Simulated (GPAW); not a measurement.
# GaSb (F-43m) in GPAW: notebook

One crystal, GaSb, is run at these levels: BLYP, PBE; tasks: relaxation of cell and atoms, single point.

Program: GPAW 26.7.0. These are calculated values, not measurements. Logs are shortened: lines on timing, memory, paths and dates and some standing lists are left out, and cuts for length are marked. The log counts tension as positive stress, the text compression.

**Measured values to compare with.**

From a printed reference work, data compilation, for a bulk crystal of GaSb at 4.2 K: band gap 0.811 eV (direct).

How close the calculation comes is told below.

### 1 The crystal as given

The structure is cubic, space group F-43m (No. 216). The conventional cell has a = 6.118 Å, b = 6.118 Å, c = 6.118 Å, α = 90.00°, β = 90.00°, γ = 90.00°. Sb (site symmetry -43m) has 4 Ga at 2.65 Å as nearest neighbours. Around Ga (site symmetry -43m) lie 4 Sb at 2.65 Å.

### 2 Relaxation of cell and atoms, BLYP

run.py

```python
from ase import Atoms
from ase.filters import FrechetCellFilter
from ase.io import write
from ase.optimize import BFGS
from gpaw import GPAW, PW, setup_paths

setup_paths.insert(0, '.')

atoms = Atoms(['Sb', 'Ga'],
              cell=[[0.0, 3.059, 3.059],
                    [3.059, 0.0, 3.059],
                    [3.059, 3.059, 0.0]],
              scaled_positions=[[0.75, 0.75, 0.75],
                                [0.0, 0.0, 0.0]],
              pbc=True)

calc = GPAW(mode=PW(600),
            xc='BLYP',
            kpts={'size': (8, 8, 8), 'gamma': True},
            occupations={'name': 'fermi-dirac', 'width': 0.05},
            nbands=18,
            convergence={'density': 1e-05, 'forces': 0.0001},
            eigensolver='davidson',
            maxiter=150,
            txt='gpaw.txt')
atoms.calc = calc
opt = BFGS(FrechetCellFilter(atoms), trajectory='relax.traj', logfile='-')
done = opt.run(fmax=0.01, steps=40)
calc.write('gs.gpw')
write('result.traj', atoms)
print('Converged:', done)
print('Cell:', atoms.cell.cellpar().round(4))
print('Volume:', round(atoms.get_volume(), 4))
print(atoms.get_scaled_positions().round(5))
```

Potentials or basis: PAW data sets generated in the run's folder for this functional, pw.

Run with:

```
$ gpaw-setup -f BLYP Ga Sb
$ OMP_NUM_THREADS=1 python run.py
```

gpaw.txt:

```text
__  _  _
 | _ |_)|_||  |
 |__||  | ||/\| - 26.7.0

Input parameters:
  mode=PW(ecut=600.0),
  convergence={'density': 1e-05, 'forces': 0.0001},
  eigensolver=Davidson(niter=2),
  kpts=MonkhorstPack(size=(8, 8, 8), gamma=True),
  maxiter=150,
  nbands=18,
  occupations=Occupations(name='fermi-dirac', width=0.05),
  xc=XC(name='BLYP')

Diagonalizing LCAO Hamiltonian
Converting LCAO to pw mode

                     Sb

       Ga

Atoms  # Å, Bohr magnetons
|   | symbol |        x |        y |        z |    initial magnetic moments |
|---|--------|----------|----------|----------|-----------------------------|
| 0 |     Sb | 4.588500 | 4.588500 | 4.588500 | ( 0.0000,  0.0000,  0.0000) |
| 1 |     Ga | 0.000000 | 0.000000 | 0.000000 | ( 0.0000,  0.0000,  0.0000) |

Unit cell  # Å
| periodic |        x |        y |        z |  lengths |    angles |
|----------|----------|----------|----------|----------|-----------|
|      yes | 0.000000 | 3.059000 | 3.059000 | 4.326079 | 60.000000 |
|      yes | 3.059000 | 0.000000 | 3.059000 | 4.326079 | 60.000000 |
|      yes | 3.059000 | 3.059000 | 0.000000 | 4.326079 | 60.000000 |

Number of symmetries: 24
Symmetry operations  # r_c * U_cc + t_c -> r_c
|    | kind |            matrix            |
|----|------|------------------------------|
|  0 |  E   |  1, 0, 0,  0, 1, 0,  0, 0, 1 |
|  1 |  σ   |  1, 0, 0,  0, 0, 1,  0, 1, 0 |
|  2 |  σ   |  1, 0,-1,  0, 1,-1,  0, 0,-1 |
|  3 |  C3  |  1, 0,-1,  0, 0,-1,  0, 1,-1 |
|  4 |  C3  |  1,-1, 0,  0,-1, 1,  0,-1, 0 |
|  5 |  σ   |  1,-1, 0,  0,-1, 0,  0,-1, 1 |
|  6 |  σ   |  0, 1, 0,  1, 0, 0,  0, 0, 1 |
|  7 |  C3  |  0, 1, 0,  0, 0, 1,  1, 0, 0 |
|  8 |  C2  |  0, 1,-1,  1, 0,-1,  0, 0,-1 |
|  9 |  S4  |  0, 1,-1,  0, 0,-1,  1, 0,-1 |
| 10 |  C3  |  0, 0, 1,  1, 0, 0,  0, 1, 0 |
| 11 |  σ   |  0, 0, 1,  0, 1, 0,  1, 0, 0 |
| 12 |  S4  |  0, 0,-1,  1, 0,-1,  0, 1,-1 |
| 13 |  C3  |  0, 0,-1,  0, 1,-1,  1, 0,-1 |
| 14 |  S4  |  0,-1, 1,  1,-1, 0,  0,-1, 0 |
| 15 |  C2  |  0,-1, 1,  0,-1, 0,  1,-1, 0 |
| 16 |  C3  |  0,-1, 0,  1,-1, 0,  0,-1, 1 |
| 17 |  S4  |  0,-1, 0,  0,-1, 1,  1,-1, 0 |
| 18 |  S4  | -1, 1, 0, -1, 0, 1, -1, 0, 0 |
| 19 |  C3  | -1, 1, 0, -1, 0, 0, -1, 0, 1 |
| 20 |  C3  | -1, 0, 1, -1, 1, 0, -1, 0, 0 |
| 21 |  S4  | -1, 0, 1, -1, 0, 0, -1, 1, 0 |
| 22 |  σ   | -1, 0, 0, -1, 1, 0, -1, 0, 1 |
| 23 |  C2  | -1, 0, 0, -1, 0, 1, -1, 1, 0 |
[... 116 lines left out ...]
occupation numbers:
  Fermi-Dirac:
    width: 0.0500  # eV

poisson solver:
  ecut: 4800.0  # eV

xc functional:
  name: BLYP with 2 nearest neighbor stencil

convergence criteria:
- Maximum integral of absolute [dens]ity change: 1e-05 electrons / valence electron
- Maximum change in the atomic [forces] across last 2 cycles: 0.0001 eV/Ang OR
Maximum error relative to the maximum force is below inf
- Maximum [total energy] change in last 3 cyles: 0.0005 eV / valence electron
- Maximum integral of absolute [eigenst]ate change: 4e-08 eV^2 / valence electron
maximum number of iterations: 150

SCF iterations
|iter     | |      energy | eigst |  dens |force |
|---------|-|-------------|-------|-------|------|
|iter:   1| |   -6.318672 | +0.25 |       |      |
|iter:   2| |   -6.338642 | -0.65 | -1.28 |      |
|iter:   3| |   -6.306161 | -1.65 | -1.30 |      |
|iter:   4| |   -6.302834 | -2.73 | -1.96 |      |
|iter:   5| |   -6.303157c| -3.80 | -2.32 |      |
|iter:   6| |   -6.303248c| -4.50 | -2.76 |      |
|iter:   7| |   -6.303259c| -5.34 | -3.43 |      |
|iter:   8| |   -6.303260c| -6.10 | -4.25 |      |
|iter:   9| |   -6.303260c| -6.87 | -4.79 |      |
|iter:  10| |   -6.303260c| -7.74c| -5.53c|      |
|iter:  11| |   -6.303260c| -8.47c| -6.02c|-15.64c|

Converged in 11 steps
Energy contributions relative to reference atoms: (reference = -229194.283975)

Energy contributions:
  Kinetic:          17.870585
  Coulomb:         -15.855453
  Zero:              0.280563
  External:          0.000000
  Xc:               -8.598715
  Entropy:          -0.000484
  Spinorbit:         0.000000
  ----------------------------
[... 52 lines left out ...]
[... 123 lines left out ...]
xc functional:
  name: BLYP with 2 nearest neighbor stencil

convergence criteria:
- Maximum integral of absolute [dens]ity change: 1e-05 electrons / valence electron
- Maximum change in the atomic [forces] across last 2 cycles: 0.0001 eV/Ang OR
Maximum error relative to the maximum force is below inf
- Maximum [total energy] change in last 3 cyles: 0.0005 eV / valence electron
- Maximum integral of absolute [eigenst]ate change: 4e-08 eV^2 / valence electron
maximum number of iterations: 150

SCF iterations
|iter     | |      energy | eigst |  dens |force |
|---------|-|-------------|-------|-------|------|
|iter:   1| |   -6.348870 |       |       |      |
|iter:   2| |   -6.347423 | -2.90 | -2.05 |      |
|iter:   3| |   -6.339578 | -2.74 | -2.07 |      |
|iter:   4| |   -6.336614 | -3.76 | -2.66 |      |
|iter:   5| |   -6.336548c| -4.49 | -2.93 |      |
|iter:   6| |   -6.336562c| -5.47 | -3.62 |      |
|iter:   7| |   -6.336565c| -6.22 | -4.06 |      |
|iter:   8| |   -6.336565c| -7.45c| -4.95 |      |
|iter:   9| |   -6.336565c| -7.90c| -5.37c|      |
|iter:  10| |   -6.336565c| -9.33c| -6.07c|-15.98c|

Converged in 10 steps
Energy contributions relative to reference atoms: (reference = -229194.283975)

Energy contributions:
  Kinetic:          15.806551
  Coulomb:         -14.148060
  Zero:              0.279915
  External:          0.000000
  Xc:               -8.274731
  Entropy:          -0.000480
  Spinorbit:         0.000000
  ----------------------------
  Free energy:      -6.336805
  Extrapolated:     -6.336565

dipole moment: (-11.336225, -11.336225, -11.336225)  # |e|*Ang

Fermi level: 5.124
Eigenvalues  # (at kpt = [0.000, 0.000, 0.000])
| band index |      eig [eV] | occ [0-2] |
|------------|---------------|-----------|
|          0 |       -23.562 |     2.000 |
|        ... |               |           |
|          2 |       -23.562 |     2.000 |
|          3 |       -23.542 |     2.000 |
|          4 |       -23.542 |     2.000 |
|          5 |        -6.255 |     2.000 |
|          6 |         4.829 |     1.995 |
|          7 |         5.084 |     1.383 |
[... 8 lines left out ...]
|         16 |        14.806 |     0.000 |
|         17 |        14.806 |     0.000 |
[... 686 lines left out ...]
poisson solver:
  ecut: 4800.0  # eV

xc functional:
  name: BLYP with 2 nearest neighbor stencil

convergence criteria:
- Maximum integral of absolute [dens]ity change: 1e-05 electrons / valence electron
- Maximum change in the atomic [forces] across last 2 cycles: 0.0001 eV/Ang OR
Maximum error relative to the maximum force is below inf
- Maximum [total energy] change in last 3 cyles: 0.0005 eV / valence electron
- Maximum integral of absolute [eigenst]ate change: 4e-08 eV^2 / valence electron
maximum number of iterations: 150

SCF iterations
|iter     | |      energy | eigst |  dens |force |
|---------|-|-------------|-------|-------|------|
|iter:   1| |   -6.400326 |       |       |      |
|iter:   2| |   -6.400318 | -4.99 | -3.16 |      |
|iter:   3| |   -6.400274c| -4.93 | -3.18 |      |
|iter:   4| |   -6.400255c| -5.90 | -3.74 |      |
|iter:   5| |   -6.400254c| -6.68 | -4.03 |      |
|iter:   6| |   -6.400254c| -7.64c| -4.74 |      |
|iter:   7| |   -6.400254c| -8.35c| -5.14c|      |
|iter:   8| |   -6.400254c| -9.44c| -5.91c|-16.21c|

Converged in 8 steps
Energy contributions relative to reference atoms: (reference = -229194.283975)

Energy contributions:
  Kinetic:           7.720507
  Coulomb:          -7.465328
  Zero:              0.277385
  External:          0.000000
  Xc:               -6.932433
  Entropy:          -0.000770
  Spinorbit:         0.000000
  ----------------------------
  Free energy:      -6.400639
  Extrapolated:     -6.400254

dipole moment: (-11.984544, -11.984544, -11.984544)  # |e|*Ang

Fermi level: 4.260
Eigenvalues  # (at kpt = [0.000, 0.000, 0.000])
| band index |      eig [eV] | occ [0-2] |
|------------|---------------|-----------|
|          0 |       -24.307 |     2.000 |
|        ... |               |           |
|          2 |       -24.307 |     2.000 |
|          3 |       -24.292 |     2.000 |
|          4 |       -24.292 |     2.000 |
|          5 |        -6.555 |     2.000 |
|          6 |         3.363 |     2.000 |
|          7 |         4.228 |     1.317 |
[... 8 lines left out ...]
|         16 |        13.833 |     0.000 |
|         17 |        13.833 |     0.000 |

No gap
No difference between direct/indirect transitions

Stress tensor  # eV/Ang^3
|         x |         y |         z |
|-----------|-----------|-----------|
| -0.000007 | -0.000000 | -0.000000 |
| -0.000000 | -0.000007 | -0.000000 |
| -0.000000 | -0.000000 | -0.000007 |

Forces  # eV/Ang
|       x |        y |       z |
|---------|----------|---------|
| 0.00000 |  0.00000 | 0.00000 |  # Sb   0
| 0.00000 | -0.00000 | 0.00000 |  # Ga   1

# Writing to gs.gpw (mode='')
```

It took 68 s on 1 thread of Arm Neoverse V2, shared host; peak memory 0.24 GiB.

Results:

```
Free energy                            : -6.4006 eV
Relaxed volume                         : 31.92 Å³/atom
Relaxed cell                           : a = 4.486 Å, b = 4.486 Å, c = 4.486 Å, α = 60.00°, β = 60.00°, γ = 60.00°
Space group after relaxing (to 0.05 Å) : F-43m (No. 216)
Energy gained by relaxing              : 48.5 meV/atom
Ionic steps                            : 5
Pressure after relaxing                : 0.0 GPa
Band gap on the k mesh                 : none (metal or under the smearing width)
```

The path:
```tsv
step	energy change (eV)	largest force (eV/Å)	pressure (GPa)	volume (Å³)
1	0.0000	0.0000	5.20	57.25
2	-0.0333	0.0000	4.05	58.40
3	-0.0958	0.0000	0.46	63.06
4	-0.0970	0.0000	0.06	63.74
5	-0.0970	0.0000	0.00	63.84
```

Final structure:
```xyz
2
Lattice="0.0000 3.1721 3.1721 3.1721 0.0000 3.1721 3.1721 3.1721 0.0000" Properties=species:S:1:pos:R:3 pbc="T T T"
Sb    4.7581    4.7581    4.7581
Ga    0.0000    0.0000    0.0000
```

Levels at points of the mesh, in eV from the Fermi level:
```tsv
k point	band 5	band 6	band 7	band 8	band 9	band 10	band 11	band 12	band 13	band 14
(0.00, 0.00, 0.00)	-28.55	-10.82	-0.90	-0.03	-0.03	-0.03	2.83	2.83	2.83	5.92
(0.50, 0.50, 0.00)	-28.55	-8.87	-6.38	-2.20	-2.20	1.04	1.56	7.92	7.92	9.26
(0.50, 0.50, 0.50)	-28.55	-9.52	-5.89	-1.01	-1.01	0.16	3.80	3.80	6.70	8.65
```

Caveat: later steps reuse the first step's grids; the volume moved by +12 % from the deposited cell, more than functionals usually miss; this crystal is a semiconductor, whose small gap the functional closes, so the metal is an error of the method.

### 3 Single point, PBE

run.py

```python
from ase.dft.bandgap import bandgap
from ase.io import read, write
from ase.units import GPa
from gpaw import GPAW, PW

atoms = read('GaSb.xyz')

calc = GPAW(mode=PW(600),
            xc='PBE',
            kpts={'size': (8, 8, 8), 'gamma': True},
            occupations={'name': 'methfessel-paxton', 'order': 0, 'width': 0.012},
            nbands=18,
            convergence={'density': 1e-05, 'energy': 1e-05},
            maxiter=150,
            txt='gpaw.txt')
atoms.calc = calc
energy = atoms.get_potential_energy()
forces = atoms.get_forces()
stress = atoms.get_stress()
calc.write('gs.gpw')
write('result.traj', atoms)
print(f'Energy: {energy:.6f} eV')
print('Forces (eV/A):')
print(forces.round(4))
print('Stress (GPa):', (stress / GPa).round(3))
print('Fermi level:', round(calc.get_fermi_level(), 4), 'eV')
print(f'Gap: {bandgap(calc)[0]:.4f} eV, direct: {bandgap(calc, direct=True)[0]:.4f} eV')
```

GaSb.xyz

```xyz
2
Lattice="0.0000000000 3.0590000000 3.0590000000 3.0590000000 0.0000000000 3.0590000000 3.0590000000 3.0590000000 0.0000000000" Properties=species:S:1:pos:R:3 pbc="T T T"
Sb     4.5885000000      4.5885000000      4.5885000000
Ga     0.0000000000      0.0000000000      0.0000000000
```

Potentials or basis: GPAW PAW data sets (gpaw-data 1.2.1), pw.

Run with:

```
$ OMP_NUM_THREADS=1 python run.py
```

Wall time 12 s (1 thread of Arm Neoverse V2, shared host); peak memory 0.17 GiB.

It converged, with:

```yaml
Free_energy: -7.6464 eV
Pressure: 2.3 GPa
Band_gap_on_the_k_mesh: 0.09 eV, direct
```

Levels at points of the mesh, in eV from the valence-band top:
| k point | band 7 | band 8 | band 9 | band 10 | band 11 | band 12 |
| --- | --- | --- | --- | --- | --- | --- |
| (0.00, 0.00, 0.00) | 0.00 | 0.00 | 0.00 | 0.09 | 2.82 | 2.82 |
| (0.50, 0.50, 0.00) | -6.76 | -2.56 | -2.56 | 0.94 | 1.28 | 8.75 |
| (0.50, 0.50, 0.50) | -6.33 | -1.15 | -1.15 | 0.44 | 3.79 | 3.79 |

Caveat: spin-orbit coupling is left out, which moves the levels of the heavy elements.

### 4 Single point, PBE

Edit run.py of step 3 so:

```diff
@@ -1,3 +1,4 @@
+from ase import Atoms
 from ase.dft.bandgap import bandgap
-from ase.io import read, write
+from ase.io import write
 from ase.units import GPa
@@ -5,3 +6,9 @@
 
-atoms = read('GaSb.xyz')
+atoms = Atoms(['Sb', 'Ga'],
+              cell=[[0.0, 3.059, 3.059],
+                    [3.059, 0.0, 3.059],
+                    [3.059, 3.059, 0.0]],
+              scaled_positions=[[0.75, 0.75, 0.75],
+                                [0.0, 0.0, 0.0]],
+              pbc=True)
 
@@ -10,3 +17,3 @@
             kpts={'size': (8, 8, 8), 'gamma': True},
-            occupations={'name': 'methfessel-paxton', 'order': 0, 'width': 0.012},
+            occupations={'name': 'methfessel-paxton', 'order': 0, 'width': 0.013000000000000001},
             nbands=18,
```

Run with:

```
$ OMP_NUM_THREADS=1 python run.py
```

Run time: 12 s. Hardware: 1 thread of Arm Neoverse V2, shared host; peak memory 0.17 GiB.

It converged, with:

| Property | Result |
| --- | --- |
| Free energy | -7.6464 eV |
| Pressure | 2.3 GPa |
| Band gap on the k mesh | 0.09 eV, direct |

Levels at points of the mesh, in eV from the valence-band top:
```tsv
k point	band 7	band 8	band 9	band 10	band 11	band 12
(0.00, 0.00, 0.00)	0.00	0.00	0.00	0.09	2.82	2.82
(0.50, 0.50, 0.00)	-6.76	-2.56	-2.56	0.94	1.28	8.75
(0.50, 0.50, 0.50)	-6.33	-1.15	-1.15	0.44	3.79	3.79
```

Caveat: spin-orbit coupling is left out, which moves the levels of the heavy elements.

### 5 Single point, PBE

run.py

```python
from ase.dft.bandgap import bandgap
from ase.io import read, write
from ase.units import GPa
from gpaw import GPAW, PW

atoms = read('GaSb.xyz')

calc = GPAW(mode=PW(600),
            xc='PBE',
            kpts={'size': (8, 8, 8), 'gamma': True},
            occupations={'name': 'methfessel-paxton', 'order': 0, 'width': 0.014},
            nbands=18,
            convergence={'density': 1e-05, 'energy': 1e-05},
            maxiter=150,
            txt='gpaw.txt')
atoms.calc = calc
energy = atoms.get_potential_energy()
forces = atoms.get_forces()
stress = atoms.get_stress()
calc.write('gs.gpw')
write('result.traj', atoms)
print(f'Energy: {energy:.6f} eV')
print('Forces (eV/A):')
print(forces.round(4))
print('Stress (GPa):', (stress / GPa).round(3))
print('Fermi level:', round(calc.get_fermi_level(), 4), 'eV')
print(f'Gap: {bandgap(calc)[0]:.4f} eV, direct: {bandgap(calc, direct=True)[0]:.4f} eV')
```

GaSb.xyz is that of step 3.

Run with:

```
$ OMP_NUM_THREADS=1 python run.py
```

It took 12 s on 1 thread of Arm Neoverse V2, shared host; peak memory 0.17 GiB.

The run converged. Its results:

| Property | Result |
| --- | --- |
| Free energy | -7.6464 eV |
| Pressure | 2.3 GPa |
| Band gap on the k mesh | 0.09 eV, direct |

Levels at points of the mesh, in eV from the valence-band top:
| k point | band 7 | band 8 | band 9 | band 10 | band 11 | band 12 |
| --- | --- | --- | --- | --- | --- | --- |
| (0.00, 0.00, 0.00) | 0.00 | 0.00 | 0.00 | 0.09 | 2.82 | 2.82 |
| (0.50, 0.50, 0.00) | -6.76 | -2.56 | -2.56 | 0.94 | 1.28 | 8.75 |
| (0.50, 0.50, 0.50) | -6.33 | -1.15 | -1.15 | 0.44 | 3.79 | 3.79 |

Caveat: spin-orbit coupling is left out, which moves the levels of the heavy elements.

### 6 The runs side by side

```tsv
task	level	potentials or basis	cell	smearing	eigensolver	optimizer	fmax	max steps	convergence	gap on the mesh (eV)	pressure (GPa)
relaxation of cell and atoms	BLYP	PAW data sets generated in the run's folder for this functional, pw	relaxed	fermi-dirac 0.05 eV	davidson	BFGS	0.01 eV/Å	40	density=1e-05 forces=0.0001	none	0.0
single point	PBE	GPAW PAW data sets (gpaw-data 1.2.1), pw	as given	gaussian 0.012 eV	-	-	-	-	-	0.09	2.3
single point	PBE	GPAW PAW data sets (gpaw-data 1.2.1), pw	as given	gaussian 0.013 eV	-	-	-	-	-	0.09	2.3
single point	PBE	GPAW PAW data sets (gpaw-data 1.2.1), pw	as given	gaussian 0.014 eV	-	-	-	-	-	0.09	2.3
```

Alike in all rows: no spin polarisation; k mesh 8 × 8 × 8; cutoff (eV) 600.

Caveats: spin-orbit coupling is left out, which moves the levels of the heavy elements (some runs); later steps reuse the first step's grids (some runs); the volume moved by +12 % from the deposited cell, more than functionals usually miss (some runs); this crystal is a semiconductor, whose small gap the functional closes, so the metal is an error of the method (some runs).

Total energies depend on the potentials used, so only differences within one code and one set of settings carry meaning.

### 7 Against experiment

Step 3. Measured gap of GaSb: 0.811 eV (direct; 4.2 K; a printed reference work, data compilation). This calculation gives 0.09 eV (-0.72 eV). Spin-orbit coupling on Ga, Sb is left out. The value is that of PBE on a finite k mesh, which can miss the band edges, without temperature or zero-point motion. Semilocal functionals fall short of measured gaps as a rule.

Step 4. A measured gap of GaSb is 0.811 eV (direct; 4.2 K; a printed reference work, data compilation); the calculated 0.09 eV misses it by -0.72 eV. Spin-orbit coupling on Ga, Sb is left out. The value is that of PBE on a finite k mesh, which can miss the band edges, without temperature or zero-point motion. Semilocal functionals fall short of measured gaps as a rule.

Step 5. Measured gap of GaSb: 0.811 eV (direct; 4.2 K; a printed reference work, data compilation). This calculation gives 0.09 eV (-0.72 eV). Spin-orbit coupling on Ga, Sb is left out. The value is that of PBE on a finite k mesh, which can miss the band edges, without temperature or zero-point motion. Semilocal functionals fall short of measured gaps as a rule.
